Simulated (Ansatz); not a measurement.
A crystal relaxed with r2SCAN in Ansatz 0.2.0 has space group F-43m (No. 216) and a = 5.162 Å.

| atom | site | x | y | z |
| --- | --- | --- | --- | --- |
| Be | 4a | 0.0000 | 0.0000 | 0.0000 |
| Xx | 4d | 0.2500 | 0.2500 | 0.7500 |

r2SCAN gives an indirect gap of 3.12 eV, from Γ to X; the least direct gap is 5.04 eV at Γ. With HSE06 the valence top lies at Γ and the conduction bottom at X, 3.49 eV higher; the smallest vertical gap, at Γ, is 5.38 eV. With PBE the valence top lies at Γ and the conduction bottom at X, 2.66 eV higher; the smallest vertical gap, at Γ, is 4.29 eV. Meshes: r2SCAN 8×8×8, HSE06 6×6×6, PBE 8×8×8. r2SCAN's ε∞ is 5.6 in all directions.

Q: Which element is Xx?
A. S
B. Se
C. O
D. Te

A: B. Xx is Se: a 2-atom cell of BeSe (F-43m) from a materials database. Be is surrounded by 4 Se at 2.24 Å; Se is surrounded by 4 Be at 2.24 Å.

The values are computed, spin-unpolarised, and not measurements.

The runs are scalar-relativistic, without spin-orbit coupling.

The meshes of the hybrids are coarse, so their gaps aren't converged to the digits shown.
